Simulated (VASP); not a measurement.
# V3Si (Pm-3n) in VASP: further runs, part 2 of 2

VASP 6.6.1.

## Step 3: Relaxation of cell and atoms, LDA

Input file INCAR:

```
PREC     = Accurate       # precision mode
ENCUT    = 600            # plane-wave cutoff, eV
EDIFF    = 1E-7           # SCF threshold, eV
ISMEAR   = 0              # smearing method
SIGMA    = 0.1            # smearing width, eV
LREAL    = F              # projectors in reciprocal space
LASPH    = T              # aspherical terms in the spheres
NELM     = 100            # most SCF steps
ALGO     = Normal         # electronic algorithm
ISIF     = 3              # what is computed and relaxed
LWAVE    = F              # write WAVECAR
LCHARG   = F              # write CHGCAR
IBRION   = 2              # ionic algorithm
NSW      = 90             # ionic steps
EDIFFG   = -0.005         # ionic threshold
```

Input file KPOINTS:

```
Automatic mesh
0
Gamma
  8 8 8
```

Input file POSCAR:

```
V3Si
1.0
    4.6836597300      0.0000000000      0.0000000000
    0.0000000000      4.6836597300      0.0000000000
    0.0000000000      0.0000000000      4.6836597300
V Si
6 2
Direct
    0.2500000000      0.0000000000      0.5000000000
    0.7500000000      0.0000000000      0.5000000000
    0.0000000000      0.5000000000      0.2500000000
    0.0000000000      0.5000000000      0.7500000000
    0.5000000000      0.7500000000      0.0000000000
    0.5000000000      0.2500000000      0.0000000000
    0.0000000000      0.0000000000      0.0000000000
    0.5000000000      0.5000000000      0.5000000000
```

Potentials or basis: VASP PAW LDA potentials, release 64 (V_sv, Si).

On the command line:

```bash
> cat potpaw_LDA.64/V_sv/POTCAR potpaw_LDA.64/Si/POTCAR > POTCAR
> mpirun -np 1 vasp_std > vasp.out
```

OUTCAR:

```text
PREC = Accurate
   ENCUT = 600
   EDIFF = 1E-7
   ISMEAR = 0
   LREAL = F
   LASPH = T
   NELM = 100
   ISIF = 3
   IBRION = 2
   NSW = 90
   EDIFFG = -0.005

 ion  position               nearest neighbor table
   1  0.250  0.000  0.500-   2 2.34   2 2.34   8 2.62   7 2.62   8 2.62   7 2.62   4 2.87   5 2.87
                             6 2.87   5 2.87   3 2.87   4 2.87   6 2.87   3 2.87
   2  0.750  0.000  0.500-   1 2.34   1 2.34   8 2.62   7 2.62   8 2.62   7 2.62   4 2.87   5 2.87
                             6 2.87   5 2.87   3 2.87   4 2.87   6 2.87   3 2.87
   3  0.000  0.500  0.250-   4 2.34   4 2.34   8 2.62   7 2.62   7 2.62   8 2.62   1 2.87   5 2.87
                             1 2.87   2 2.87   6 2.87   5 2.87   6 2.87   2 2.87
   4  0.000  0.500  0.750-   3 2.34   3 2.34   8 2.62   7 2.62   7 2.62   8 2.62   1 2.87   5 2.87
                             1 2.87   2 2.87   6 2.87   5 2.87   6 2.87   2 2.87
   5  0.500  0.750  0.000-   6 2.34   6 2.34   8 2.62   8 2.62   7 2.62   7 2.62   3 2.87   1 2.87
                             2 2.87   4 2.87   1 2.87   3 2.87   4 2.87   2 2.87
   6  0.500  0.250  0.000-   5 2.34   5 2.34   8 2.62   8 2.62   7 2.62   7 2.62   3 2.87   1 2.87
                             2 2.87   4 2.87   1 2.87   3 2.87   4 2.87   2 2.87
   7  0.000  0.000  0.000-   1 2.62   2 2.62   3 2.62   4 2.62   5 2.62   6 2.62   1 2.62   2 2.62
                             3 2.62   4 2.62   5 2.62   6 2.62
   8  0.500  0.500  0.500-   1 2.62   2 2.62   3 2.62   4 2.62   5 2.62   6 2.62   5 2.62   6 2.62
                             1 2.62   2 2.62   3 2.62   4 2.62

  LATTYP: Found a simple cubic cell.
 ALAT       =     4.6836597300

  Lattice vectors:

 A1 = (   4.6836597300,   0.0000000000,   0.0000000000)
 A2 = (   0.0000000000,   4.6836597300,   0.0000000000)
 A3 = (   0.0000000000,   0.0000000000,   4.6836597300)

Analysis of symmetry for initial positions (statically):
=====================================================================
 Subroutine PRICEL returns:
 Original cell was already a primitive cell.

 Routine SETGRP: Setting up the symmetry group for a
 simple cubic supercell.

 Subroutine GETGRP returns: Found 48 space group operations
 (whereof 24 operations were pure point group operations)
 out of a pool of 48 trial point group operations.

The static configuration has the point symmetry T_h .
 The point group associated with its full space group is O_h .
[... 164 lines left out ...]
   NGX = 19   NGY = 19   NGZ = 19

--------------------------------------- Ionic step        1  -------------------------------------------

 number of electron      86.0000010 magnetization

 Free energy of the ion-electron system (eV)
  ---------------------------------------------------
  ext. energy  EPLUGINS =         0.00000000
  ---------------------------------------------------
  free energy    TOTEN  =       -75.60028717 eV

  energy without entropy =      -75.52472638  energy(sigma->0) =      -75.56250677

------------------------ aborting loop because EDIFF is reached ----------------------------------------

  FORCE on cell =-STRESS in cart. coord.  units (eV):
  Direction    XX          YY          ZZ          XY          YZ          ZX
  --------------------------------------------------------------------------------------
  -------------------------------------------------------------------------------------
  Total       -6.0799321     -6.0799321     -6.0799321      0.0000000     -0.0000000      0.0000000
  in kB      -94.8098154    -94.8098154    -94.8098154      0.0000000     -0.0000000      0.0000000
  external PRESSURE =     -94.8098154 kB  Pullay stress =       0.0000000 kB
[... 113 lines left out ...]
--------------------------------------- Ionic step        4  -------------------------------------------

 number of electron      86.0000049 magnetization

 Free energy of the ion-electron system (eV)
  ---------------------------------------------------
  ext. energy  EPLUGINS =         0.00000000
  ---------------------------------------------------
  free energy    TOTEN  =       -75.74638779 eV

  energy without entropy =      -75.67445467  energy(sigma->0) =      -75.71042123

 E-fermi :  10.8977     XC(G=0): -13.2963

 val. band max:       10.8911671433   @ k =   0.5000   0.2500   0.2500
 cond. band min:      10.9115627829   @ k =   0.1250   0.0000   0.0000
 fundamental gap:      0.0203956397
 Fermi energy:        10.8976915960

 k-point     1 :       0.0000    0.0000    0.0000
  band No.  band energies     occupation
      1     -52.0559      2.00000
      2     -51.9509      2.00000
      3     -51.9509      2.00000
      4     -51.6778      2.00000
      5     -51.6778      2.00000
      6     -51.6778      2.00000
[... 1285 lines left out ...]
     50      12.5118      0.00000
     51      12.9649      0.00000

 [... further k-points ...]

------------------------ aborting loop because EDIFF is reached ----------------------------------------

  FORCE on cell =-STRESS in cart. coord.  units (eV):
  Direction    XX          YY          ZZ          XY          YZ          ZX
  --------------------------------------------------------------------------------------
  -------------------------------------------------------------------------------------
  Total        0.0166264      0.0166264      0.0166264      0.0000000      0.0000000     -0.0000000
  in kB        0.2718825      0.2718825      0.2718825      0.0000000      0.0000000     -0.0000000
  external PRESSURE =       0.2718825 kB  Pullay stress =       0.0000000 kB
[... 23 lines left out ...]
  FREE ENERGIE OF THE ION-ELECTRON SYSTEM (eV)
  ---------------------------------------------------
  free  energy   TOTEN  =       -75.7463877948 eV

  energy  without entropy=      -75.6744546651  energy(sigma->0) =      -75.71042123

 reached required accuracy - stopping structural energy minimisation
```

OSZICAR:

```text
N       E                     dE             d eps       ncg     rms          rms(c)
DAV:   1     0.145650121228E+04    0.14565E+04   -0.53450E+04  3618   0.210E+03
DAV:   2     0.139743350121E+02   -0.14425E+04   -0.14238E+04  3570   0.680E+02
DAV:   3    -0.823578460061E+02   -0.96332E+02   -0.93790E+02  4670   0.188E+02
DAV:   4    -0.853722439004E+02   -0.30144E+01   -0.29531E+01  4548   0.318E+01
[... 46 lines left out ...]
DAV:   3    -0.757464046157E+02    0.54419E-04   -0.26324E-04  3822   0.959E-02    0.402E-02
DAV:   4    -0.757463902988E+02    0.14317E-04   -0.11734E-04  3950   0.353E-02    0.990E-03
DAV:   5    -0.757463880056E+02    0.22931E-05   -0.11953E-05  4330   0.157E-02    0.858E-03
DAV:   6    -0.757463878945E+02    0.11110E-06   -0.81958E-07  3215   0.606E-03    0.202E-03
DAV:   7    -0.757463877948E+02    0.99772E-07   -0.75260E-07  3245   0.304E-03
   4 F= -.75746388E+02 E0= -.75710421E+02  d E =-.146101E+00
```

Run time: 7.4 min. Hardware: 1 thread of Intel Xeon Platinum 8488C (Sapphire Rapids), shared host; peak memory 0.31 GiB.

Results:

| Quantity | Value |
| --- | --- |
| Free energy | -75.7464 eV |
| Relaxed volume | 12.25 Å³/atom |
| Relaxed cell | a = 4.610 Å, b = 4.610 Å, c = 4.610 Å, α = 90.00°, β = 90.00°, γ = 90.00° |
| Space group after relaxing (to 0.05 Å) | Pm-3n (No. 223) |
| Energy gained by relaxing | 18.3 meV/atom |
| Ionic steps | 4 |
| Pressure after relaxing | 0.0 GPa |
| Band gap on the k mesh | none (metal or under the smearing width) |

The path:
```
step  energy change (eV)  largest force (eV/Å)  pressure (GPa)  volume (Å³)
   1              0.0000                0.0000           -9.48       102.74
   2              0.1483                0.0000           16.21        91.85
   3             -0.1461                0.0000           -0.18        98.07
   4             -0.1461                0.0000            0.03        97.98
```

Final structure:
```xyz
8
Lattice="4.6101 0.0000 0.0000 0.0000 4.6101 0.0000 0.0000 0.0000 4.6101" Properties=species:S:1:pos:R:3 pbc="T T T"
V     1.1525    4.6101    2.3050
V     3.4576    0.0000    2.3050
V     4.6101    2.3050    1.1525
V     0.0000    2.3050    3.4576
V     2.3050    3.4576    0.0000
V     2.3050    1.1525    4.6101
Si    4.6101    4.6101    4.6101
Si    2.3050    2.3050    2.3050
```
